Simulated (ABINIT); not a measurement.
Crystal: SnTe.

```
Te Sn
1.0
     0.00000    3.15085    3.15085
     3.15085    0.00000    3.15085
     3.15085    3.15085    0.00000
Te Sn
1 1
Direct
  0.50000 0.50000 0.50000
  0.00000 0.00000 0.00000
```

Base run:

```yaml
Program: ABINIT 10.8.3 (patched build)
Functional: PBE
Potentials_or_basis: JTH PAW PBE v2.0
Cutoff: 707 eV
k_mesh: 7 × 7 × 7
Occupations: fermi-dirac, width 0.05 eV
Spin: no spin polarisation
```

Its results: pressure 1.9 GPa.

Problem. The run is repeated on the same cell with these changes: functional from PBE to RPBE. What comes out?

Solution. Pressure 3.3 GPa.

RPBE binds less tightly than PBE, so the same cell stands under more pressure.

Caveats: the PAW data sets were made with another functional, which shifts forces and pressure a little (some runs).
